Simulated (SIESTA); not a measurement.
# ZnSe (Stilleite) (F-43m) in SIESTA: settings compared, part 2 of 2

SIESTA 5.4.2. Earlier steps stand in the parts before.

## 4. Band structure, vdW-DF-cx

ZnSe.fdf

```
SystemName                      Stilleite
SystemLabel                     ZnSe
NumberOfSpecies                 2
NumberOfAtoms                   2
%block ChemicalSpeciesLabel
  1  34 Se
  2  30 Zn
%endblock ChemicalSpeciesLabel

LatticeConstant                 1.0 Ang
%block LatticeVectors
     0.0000000000     2.8338000000     2.8338000000
     2.8338000000     0.0000000000     2.8338000000
     2.8338000000     2.8338000000     0.0000000000
%endblock LatticeVectors
AtomicCoordinatesFormat         Fractional
%block AtomicCoordinatesAndAtomicSpecies
     0.7500000000     0.7500000000     0.7500000000  1  Se
     0.0000000000     0.0000000000     0.0000000000  2  Zn
%endblock AtomicCoordinatesAndAtomicSpecies

%block kgrid.MonkhorstPack
    8   0   0  0.0
    0   8   0  0.0
    0   0   8  0.0
%endblock kgrid.MonkhorstPack
XC.Functional                   VDW
XC.Authors                      BH
PAO.BasisSize                   DZP
PAO.EnergyShift                 0.003 Ry
Mesh.Cutoff                     800 Ry
OccupationFunction              FD
ElectronicTemperature           0.05 eV
MaxSCFIterations                120
SCF.MustConverge                false
SCF.Mixer.Method                Pulay
SCF.Mixer.Weight                0.25
SCF.Mixer.History               8
SCF.DM.Tolerance                5.0e-05
SCF.H.Tolerance                 1.0e-03 eV
WriteForces                     true
Charge.Mulliken                 end
BandLinesScale                  ReciprocalLatticeVectors
%block BandLines
    1    0.000000   0.000000   0.000000  \Gamma
   12    0.500000   0.000000   0.500000  X
    6    0.500000   0.250000   0.750000  W
    4    0.375000   0.375000   0.750000  K
   13    0.000000   0.000000   0.000000  \Gamma
   11    0.500000   0.500000   0.500000  L
    8    0.625000   0.250000   0.625000  U
    4    0.500000   0.250000   0.750000  W
    9    0.500000   0.500000   0.500000  L
    8    0.375000   0.375000   0.750000  K
    1    0.625000   0.250000   0.625000  U
    4    0.500000   0.000000   0.500000  X
%endblock BandLines
%block PAO.Basis
  Se 4
  n=4 0 2
    5.129 0.000
  n=4 1 2
    6.762 0.000
  n=3 2 2
    2.662 0.000
  n=4 2 1
    6.762
  Zn 5
  n=3 0 2
    2.271 0.000
  n=4 0 2
    6.330 0.000
  n=3 1 2
    2.532 0.000
  n=4 1 1
    6.330
  n=3 2 2
    4.164 0.000
%endblock PAO.Basis
```

Potentials or basis: PseudoDojo 0.4 standard (PBE files), DZP (energy shift 0.003 Ry; two zetas on semicore shells).

Launch:

```console
$ siesta < ZnSe.fdf > ZnSe.out 2>&1
```

ZnSe.out:

```text
Version         : 5.4.2

[... 6 lines left out ...]
 NOTE: Please see the manual for full details and compatibility measures.

reinit: Reading from standard input
reinit: Dumping input in INPUT_TMP.45112
************************** Dump of input data file ****************************
SystemName                      Stilleite
SystemLabel                     ZnSe
NumberOfSpecies                 2
NumberOfAtoms                   2
%block ChemicalSpeciesLabel
  1  34 Se
  2  30 Zn
%endblock ChemicalSpeciesLabel
LatticeConstant                 1.0 Ang
%block LatticeVectors
     0.0000000000     2.8338000000     2.8338000000
     2.8338000000     0.0000000000     2.8338000000
     2.8338000000     2.8338000000     0.0000000000
%endblock LatticeVectors
AtomicCoordinatesFormat         Fractional
%block AtomicCoordinatesAndAtomicSpecies
     0.7500000000     0.7500000000     0.7500000000  1  Se
     0.0000000000     0.0000000000     0.0000000000  2  Zn
%endblock AtomicCoordinatesAndAtomicSpecies
%block kgrid.MonkhorstPack
    8   0   0  0.0
    0   8   0  0.0
    0   0   8  0.0
%endblock kgrid.MonkhorstPack
XC.Functional                   VDW
[... 768 lines left out ...]
siesta:    -0.000027   -0.000027   -0.001861

siesta: Cell volume =         45.513222 Ang**3

siesta: Pressure (static):
siesta:                Solid            Molecule  Units
siesta:           0.00002027          0.00002023  Ry/Bohr**3
siesta:           0.00186128          0.00185729  eV/Ang**3
siesta:           2.98209233          2.97571377  kBar

Basis Enthalpy Calculation:
    Basis Pressure for species 1(Se) :      0.2000000 GPa
    Basis Pressure for species 2(Zn) :      0.2000000 GPa

    Orbital volume contribution        =           1.234683 eV
    (Free)E + p_basis*V_orbitals       =       -8983.949815 eV
    (Free)Eharris+ p_basis*V_orbitals  =       -8983.949815 eV

mulliken: Atomic and Orbital Populations:

Species: Se
Atom  Qatom  Qorb
               4s      4s      4py     4pz     4px     4py     4pz     4px
               3dxy    3dyz    3dz2    3dxz    3dx2-y2 3dxy    3dyz    3dz2
               3dxz    3dx2-y2 4dxy    4dyz    4dz2    4dxz    4dx2-y2
   1 16.423   1.659   0.101   1.398   1.398   1.398   0.077   0.077   0.077
              2.003   2.003   2.004   2.003   2.004  -0.001  -0.001  -0.003

             -0.001  -0.003   0.071   0.071   0.008   0.071   0.008

Species: Zn
Atom  Qatom  Qorb
               3s      3s      4s      4s      3py     3pz     3px     3py
               3pz     3px     4py     4pz     4px     3dxy    3dyz    3dz2
               3dxz    3dx2-y2 3dxy    3dyz    3dz2    3dxz    3dx2-y2
   2 19.577   1.944   0.018   0.446   0.019   1.985   1.985   1.985   0.028
              0.028   0.028   0.389   0.389   0.389   1.947   1.947   1.924

              1.947   1.924   0.045   0.045   0.060   0.045   0.060

mulliken: Qtot =       36.000

Mulliken Atomic Populations:
Atom #   charge [q] valence [e]  Species
     1    -0.422892   16.422892  Se
     2     0.422892   19.577108  Zn
 Total    -0.000000

Job completed
```

Run time: 70 s. Hardware: 1 thread of Intel Xeon Platinum 8375C at 2.90GHz (Ice Lake), shared host; peak memory 0.37 GiB.

What came out:

| Property | Result |
| --- | --- |
| Free energy | -8985.1845 eV |
| Pressure | 0.3 GPa |
| Band gap on the k mesh | 1.52 eV, direct |
| Band gap along the path | 1.52 eV, direct |

Levels at the corners of the path, in eV from the valence-band top:
```csv
point,band 15,band 16,band 17,band 18,band 19,band 20,band 21,band 22
Γ,-6.43,0.00,0.00,0.00,1.52,6.49,6.49,6.49
X,-6.24,-4.75,-2.16,-2.16,3.38,3.97,11.12,12.07
W,-6.13,-4.65,-2.74,-2.64,5.71,6.02,7.89,8.62
K,-6.17,-4.70,-3.06,-1.76,4.06,6.00,9.82,10.00
Γ,-6.43,0.00,0.00,0.00,1.52,6.49,6.49,6.49
L,-6.26,-5.20,-0.84,-0.84,3.03,7.04,7.04,9.46
U,-6.17,-4.70,-3.06,-1.76,4.06,6.00,9.82,10.00
W,-6.13,-4.65,-2.74,-2.64,5.71,6.02,7.89,8.62
L,-6.26,-5.20,-0.84,-0.84,3.03,7.04,7.04,9.46
K,-6.17,-4.70,-3.06,-1.76,4.06,6.00,9.82,10.00
U,-6.17,-4.70,-3.06,-1.76,4.06,6.00,9.82,10.00
X,-6.24,-4.75,-2.16,-2.16,3.38,3.97,11.12,12.07
```

Caveat: short orbitals over semicore shells can move pressures by several GPa; the valence orbitals were made in a potential fitted to the semicore shell under them, which widens gaps by tenths of an eV or more; the potentials were made for another functional, which shifts forces and pressure; the basis of atomic orbitals isn't converged, which shifts pressures, moduli and gaps.

## 5. Single point, LDA, 21.39 Å³/atom

ZnSe.fdf

```
SystemName                      Stilleite
SystemLabel                     ZnSe
NumberOfSpecies                 2
NumberOfAtoms                   2
%block ChemicalSpeciesLabel
  1  34 Se
  2  30 Zn
%endblock ChemicalSpeciesLabel

LatticeConstant                 1.0 Ang
%block LatticeVectors
     0.0000000000     2.7759511149     2.7759511149
     2.7759511149     0.0000000000     2.7759511149
     2.7759511149     2.7759511149     0.0000000000
%endblock LatticeVectors
AtomicCoordinatesFormat         Fractional
%block AtomicCoordinatesAndAtomicSpecies
     0.7500000000     0.7500000000     0.7500000000  1  Se
     0.0000000000     0.0000000000     0.0000000000  2  Zn
%endblock AtomicCoordinatesAndAtomicSpecies

%block kgrid.MonkhorstPack
    8   0   0  0.0
    0   8   0  0.0
    0   0   8  0.0
%endblock kgrid.MonkhorstPack
XC.Functional                   LDA
XC.Authors                      PW92
PAO.BasisSize                   DZP
PAO.EnergyShift                 0.003 Ry
Mesh.Cutoff                     800 Ry
OccupationFunction              FD
ElectronicTemperature           0.05 eV
MaxSCFIterations                120
SCF.MustConverge                false
SCF.Mixer.Method                Pulay
SCF.Mixer.Weight                0.25
SCF.Mixer.History               8
SCF.DM.Tolerance                5.0e-05
SCF.H.Tolerance                 1.0e-03 eV
WriteForces                     true
Charge.Mulliken                 end
%block PAO.Basis
  Se 4
  n=4 0 2
    5.129 0.000
  n=4 1 2
    6.695 0.000
  n=3 2 2
    2.657 0.000
  n=4 2 1
    6.695
  Zn 5
  n=3 0 2
    2.281 0.000
  n=4 0 2
    6.292 0.000
  n=3 1 2
    2.537 0.000
  n=4 1 1
    6.292
  n=3 2 2
    4.164 0.000
%endblock PAO.Basis
```

Potentials or basis: PseudoDojo 0.4 standard (LDA files), DZP (energy shift 0.003 Ry; two zetas on semicore shells).

Launch:

```console
$ siesta < ZnSe.fdf > ZnSe.out 2>&1
```

It took 37 s on 1 thread of Intel Xeon Platinum 8375C at 2.90GHz (Ice Lake), shared host; peak memory 0.27 GiB.

Results (log left out):

```yaml
Free_energy: -8982.4645 eV
Pressure: 1.5 GPa
Band_gap_on_the_k_mesh: 1.69 eV, direct
```

Caveat: short orbitals over semicore shells can move pressures by several GPa; the valence orbitals were made in a potential fitted to the semicore shell under them, which widens gaps by tenths of an eV or more; the basis of atomic orbitals isn't converged, which shifts pressures, moduli and gaps.

## 6. Single point, LDA, 21.85 Å³/atom

ZnSe.fdf, as its differences from that of step 5:

```diff
@@ -11,5 +11,5 @@
 %block LatticeVectors
-     0.0000000000     2.7759511149     2.7759511149
-     2.7759511149     0.0000000000     2.7759511149
-     2.7759511149     2.7759511149     0.0000000000
+     0.0000000000     2.7955007105     2.7955007105
+     2.7955007105     0.0000000000     2.7955007105
+     2.7955007105     2.7955007105     0.0000000000
 %endblock LatticeVectors
```

Potentials or basis: PseudoDojo 0.4 standard (LDA files), DZP (energy shift 0.003 Ry; two zetas on semicore shells).

Launch:

```console
$ siesta < ZnSe.fdf > ZnSe.out 2>&1
```

Run time: 38 s. Hardware: 1 thread of Intel Xeon Platinum 8375C at 2.90GHz (Ice Lake), shared host; peak memory 0.27 GiB.

Results (log left out):

- Free energy: -8982.4681 eV
- Pressure: -0.2 GPa
- Band gap on the k mesh: 1.56 eV, direct

Caveat: short orbitals over semicore shells can move pressures by several GPa; the valence orbitals were made in a potential fitted to the semicore shell under them, which widens gaps by tenths of an eV or more; the basis of atomic orbitals isn't converged, which shifts pressures, moduli and gaps.

## 7. Single point, LDA, 22.30 Å³/atom

ZnSe.fdf, as its differences from that of step 6:

```diff
@@ -11,5 +11,5 @@
 %block LatticeVectors
-     0.0000000000     2.7955007105     2.7955007105
-     2.7955007105     0.0000000000     2.7955007105
-     2.7955007105     2.7955007105     0.0000000000
+     0.0000000000     2.8147806350     2.8147806350
+     2.8147806350     0.0000000000     2.8147806350
+     2.8147806350     2.8147806350     0.0000000000
 %endblock LatticeVectors
```

Launch:

```console
$ siesta < ZnSe.fdf > ZnSe.out 2>&1
```

Wall time 37 s (1 thread of Intel Xeon Platinum 8375C at 2.90GHz (Ice Lake), shared host); peak memory 0.27 GiB.

The run converged. Its results:

| Quantity | Value |
| --- | --- |
| Free energy | -8982.4626 eV |
| Pressure | -1.7 GPa |
| Band gap on the k mesh | 1.45 eV, direct |

Caveat: short orbitals over semicore shells can move pressures by several GPa; the valence orbitals were made in a potential fitted to the semicore shell under them, which widens gaps by tenths of an eV or more; the basis of atomic orbitals isn't converged, which shifts pressures, moduli and gaps.

## 8. Single point, LDA, 22.76 Å³/atom

ZnSe.fdf, as its differences from that of step 7:

```diff
@@ -11,5 +11,5 @@
 %block LatticeVectors
-     0.0000000000     2.8147806350     2.8147806350
-     2.8147806350     0.0000000000     2.8147806350
-     2.8147806350     2.8147806350     0.0000000000
+     0.0000000000     2.8338000000     2.8338000000
+     2.8338000000     0.0000000000     2.8338000000
+     2.8338000000     2.8338000000     0.0000000000
 %endblock LatticeVectors
```

Launch:

```console
$ siesta < ZnSe.fdf > ZnSe.out 2>&1
```

Wall time 36 s (1 thread of Intel Xeon Platinum 8375C at 2.90GHz (Ice Lake), shared host); peak memory 0.26 GiB.

It converged, with:

```yaml
Free_energy: -8982.4492 eV
Pressure: -3.0 GPa
Band_gap_on_the_k_mesh: 1.34 eV, direct
```

Caveat: short orbitals over semicore shells can move pressures by several GPa; the valence orbitals were made in a potential fitted to the semicore shell under them, which widens gaps by tenths of an eV or more; the basis of atomic orbitals isn't converged, which shifts pressures, moduli and gaps.

## 9. Single point, LDA, 23.21 Å³/atom

ZnSe.fdf, as its differences from that of step 8:

```diff
@@ -11,5 +11,5 @@
 %block LatticeVectors
-     0.0000000000     2.8338000000     2.8338000000
-     2.8338000000     0.0000000000     2.8338000000
-     2.8338000000     2.8338000000     0.0000000000
+     0.0000000000     2.8525674344     2.8525674344
+     2.8525674344     0.0000000000     2.8525674344
+     2.8525674344     2.8525674344     0.0000000000
 %endblock LatticeVectors
```

Potentials or basis: PseudoDojo 0.4 standard (LDA files), DZP (energy shift 0.003 Ry; two zetas on semicore shells).

Launch:

```console
$ siesta ZnSe.fdf > ZnSe.out 2>&1
```

Wall time 37 s (1 thread of Intel Xeon Platinum 8375C at 2.90GHz (Ice Lake), shared host); peak memory 0.26 GiB.

Results (log left out):

| Quantity | Value |
| --- | --- |
| Free energy | -8982.4286 eV |
| Pressure | -4.2 GPa |
| Band gap on the k mesh | 1.24 eV, direct |

Caveat: short orbitals over semicore shells can move pressures by several GPa; the valence orbitals were made in a potential fitted to the semicore shell under them, which widens gaps by tenths of an eV or more; the basis of atomic orbitals isn't converged, which shifts pressures, moduli and gaps.

## 10. Single point, LDA, 23.67 Å³/atom

ZnSe.fdf, as its differences from that of step 9:

```diff
@@ -11,5 +11,5 @@
 %block LatticeVectors
-     0.0000000000     2.8525674344     2.8525674344
-     2.8525674344     0.0000000000     2.8525674344
-     2.8525674344     2.8525674344     0.0000000000
+     0.0000000000     2.8710911185     2.8710911185
+     2.8710911185     0.0000000000     2.8710911185
+     2.8710911185     2.8710911185     0.0000000000
 %endblock LatticeVectors
```

Launch:

```console
$ siesta < ZnSe.fdf > ZnSe.out 2>&1
```

Wall time 34 s (1 thread of Intel Xeon Platinum 8375C at 2.90GHz (Ice Lake), shared host); peak memory 0.26 GiB.

Results (log left out):

```
Free energy            : -8982.4021 eV
Pressure               : -5.2 GPa
Band gap on the k mesh : 1.14 eV, direct
```

Caveat: short orbitals over semicore shells can move pressures by several GPa; the valence orbitals were made in a potential fitted to the semicore shell under them, which widens gaps by tenths of an eV or more; the basis of atomic orbitals isn't converged, which shifts pressures, moduli and gaps.

## 11. Single point, LDA, 24.12 Å³/atom

ZnSe.fdf, as its differences from that of step 10:

```diff
@@ -11,5 +11,5 @@
 %block LatticeVectors
-     0.0000000000     2.8710911185     2.8710911185
-     2.8710911185     0.0000000000     2.8710911185
-     2.8710911185     2.8710911185     0.0000000000
+     0.0000000000     2.8893788162     2.8893788162
+     2.8893788162     0.0000000000     2.8893788162
+     2.8893788162     2.8893788162     0.0000000000
 %endblock LatticeVectors
```

Launch:

```console
$ siesta < ZnSe.fdf > ZnSe.out 2>&1
```

Run time: 32 s. Hardware: 1 thread of Intel Xeon Platinum 8375C at 2.90GHz (Ice Lake), shared host; peak memory 0.26 GiB.

Results (log left out):

* Free energy: -8982.3701 eV
* Pressure: -6.1 GPa
* Band gap on the k mesh: 1.05 eV, direct

Caveat: short orbitals over semicore shells can move pressures by several GPa; the valence orbitals were made in a potential fitted to the semicore shell under them, which widens gaps by tenths of an eV or more; the basis of atomic orbitals isn't converged, which shifts pressures, moduli and gaps.

## 12. Equation of state, LDA

Potentials or basis: PseudoDojo 0.4 standard (LDA files), DZP (energy shift 0.003 Ry; two zetas on semicore shells).

This step only gathers the single runs of the series.

What came out:

| Property | Result |
| --- | --- |
| Equilibrium volume | 21.79 Å³/atom |
| Bulk modulus | 78 GPa |
| Pressure derivative of the bulk modulus | 5.2 |

Energy against volume, from the lowest point:
```tsv
volume (Å³/atom)	energy (meV/atom)
21.391	1.78
21.846	0.00
22.301	2.73
22.757	9.46
23.212	19.72
23.667	33.01
24.122	49.00
```

Caveat: short orbitals over semicore shells can move pressures by several GPa; the valence orbitals were made in a potential fitted to the semicore shell under them, which widens gaps by tenths of an eV or more; the basis of atomic orbitals isn't converged, which shifts pressures, moduli and gaps. LDA usually gives volumes a few per cent too small.

## 13. Overview

| task | level | potentials or basis | gap on the mesh (eV) | pressure (GPa) |
| --- | --- | --- | --- | --- |
| band structure | AM05 | PseudoDojo 0.4 standard (PBEsol files), DZP (energy shift 0.003 Ry; two zetas on semicore shells) | 1.54 | -0.5 |
| band structure | BLYP | PseudoDojo 0.4 standard (PBE files), DZP (energy shift 0.003 Ry; two zetas on semicore shells) | 1.55 | 5.1 |
| band structure | vdW-DF-cx | PseudoDojo 0.4 standard (PBE files), DZP (energy shift 0.003 Ry; two zetas on semicore shells) | 1.52 | 0.3 |
| equation of state | LDA | PseudoDojo 0.4 standard (LDA files), DZP (energy shift 0.003 Ry; two zetas on semicore shells) | - | - |

Alike in all rows: no spin polarisation; cell as given; k mesh 8 × 8 × 8; smearing fermi-dirac 0.05 eV; grid cutoff 800 Ry; energy shift 0.003 Ry.

Caveats: short orbitals over semicore shells can move pressures by several GPa; the valence orbitals were made in a potential fitted to the semicore shell under them, which widens gaps by tenths of an eV or more; the basis of atomic orbitals isn't converged, which shifts pressures, moduli and gaps; the potentials were made for another functional, which shifts forces and pressure (some runs).

Total energies depend on the potentials used, so only differences within one code and one set of settings carry meaning.

## 14. Comparison with measurements

Step 2. Against the measured gap of ZnSe, 2.695 eV (an exciton energy, a little under the gap; 300 K; “Alloy Disordering Effects on the Thermal Conductivity and Energy Gap Temperature Dependence of Cd1−xZnxSe Ternary Crystals Grown by the Bridgman Method”, 2023, pmc:10253836), the calculated 1.54 eV is off by -1.16 eV. Spin-orbit coupling on Se is left out. The value is that of AM05 in an atomic basis (PseudoDojo 0.4 standard (PBEsol files), DZP (energy shift 0.003 Ry; two zetas on semicore shells)), whose error adds to the functional's,, without temperature or zero-point motion. Semilocal functionals fall short of measured gaps as a rule.

Step 3. Against the measured gap of ZnSe, 2.695 eV (an exciton energy, a little under the gap; 300 K; “Alloy Disordering Effects on the Thermal Conductivity and Energy Gap Temperature Dependence of Cd1−xZnxSe Ternary Crystals Grown by the Bridgman Method”, 2023, pmc:10253836), the calculated 1.55 eV is off by -1.14 eV. Spin-orbit coupling on Se is left out. The value is that of BLYP in an atomic basis (PseudoDojo 0.4 standard (PBE files), DZP (energy shift 0.003 Ry; two zetas on semicore shells)), whose error adds to the functional's,, without temperature or zero-point motion. Semilocal functionals fall short of measured gaps as a rule.

Step 4. A measured gap of ZnSe is 2.695 eV (an exciton energy, a little under the gap; 300 K; “Alloy Disordering Effects on the Thermal Conductivity and Energy Gap Temperature Dependence of Cd1−xZnxSe Ternary Crystals Grown by the Bridgman Method”, 2023, pmc:10253836); the calculated 1.52 eV misses it by -1.18 eV. Spin-orbit coupling on Se is left out. The value is that of vdW-DF-cx in an atomic basis (PseudoDojo 0.4 standard (PBE files), DZP (energy shift 0.003 Ry; two zetas on semicore shells)), whose error adds to the functional's,, without temperature or zero-point motion.
